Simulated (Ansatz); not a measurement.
# SrCa2S3: the cell at several levels of theory

Cell and atoms of SrCa2S3, ordered on the rocksalt lattice (I4/mmm) with 6 atoms a cell are relaxed in turn with PBE and r2SCAN. This is a trial cell built on a prototype, not taken from a measured structure, and it needn't be the compound's ground state.

The runs shown are made with Ansatz 0.2.0. PAW datasets, plane waves, zero pressure. No spin polarisation and no zero-point or thermal motion; the cell was built from a prototype and may be hypothetical.

## (1) Starting point

It is tetragonal, I4/mmm (No. 139); conventional cell a = 4.131 Å, c = 17.524 Å, 24.92 Å³ an atom. Sr has 6 S at 2.92 Å; S has 5 Ca at 2.92 Å and 1 Sr at 2.92 Å; Ca has 6 S at 2.92 Å; S has 4 Sr at 2.92 Å and 2 Ca at 2.92 Å.

Coordinates:

Space group I4/mmm (No. 139). a = 4.131 Å, b = 4.131 Å, c = 17.524 Å, α = 90.00°, β = 90.00°, γ = 90.00°
```tsv
atom	site	symmetry	x	y	z
Sr	2a	4/mmm	0.0000	0.0000	0.0000
S	4e	4mm	0.5000	0.5000	0.3333
Ca	4e	4mm	0.0000	0.0000	0.3333
S	2b	4/mmm	0.5000	0.5000	0.0000
```

## (2) Relaxing with PBE

input.yaml reads:

```yaml
crystal:
  lattice:
    - [-2.065252197, 2.065252197, 8.762123]
    - [2.065252197, -2.065252197, 8.762123]
    - [2.065252197, 2.065252197, -8.762123]
  atoms:
    - { symbol: Sr, position: [0.0, 0.0, 0.0] }
    - { symbol: S, position: [0.8333333333, 0.8333333333, 0.0] }
    - { symbol: Ca, position: [0.3333333333, 0.3333333333, 0.0] }
    - { symbol: S, position: [0.1666666667, 0.1666666667, 0.0] }
    - { symbol: Ca, position: [0.6666666667, 0.6666666667, 0.0] }
    - { symbol: S, position: [0.5, 0.5, 0.0] }
kpoints:
  mp_grid: { grid: [8, 8, 8] }
hamiltonian:
  xc: pbe
scf:
  occupations: { method: fermi_dirac, width: 0.02 }
relax:
  f_tol: 0.005
  cell: {}
```

After this run come: Relaxation with r2SCAN.

Q: Predict the outcome of this session. Wanted: for each run, a; c; volume; space group; SCF geometries.

As calculated:

```
 level  a (Å)   c (Å)  volume (Å³/atom)  space group  SCF geometries
   PBE  4.133  17.473            24.877       I4/mmm               6
r2SCAN  4.123  17.427            24.686       I4/mmm               4
```

From the start to the first minimum the volume moved by -0.2 %. r2SCAN gives the smallest cell and PBE the largest; they differ by 0.8 % in volume, a mean of 0.3 % in length.
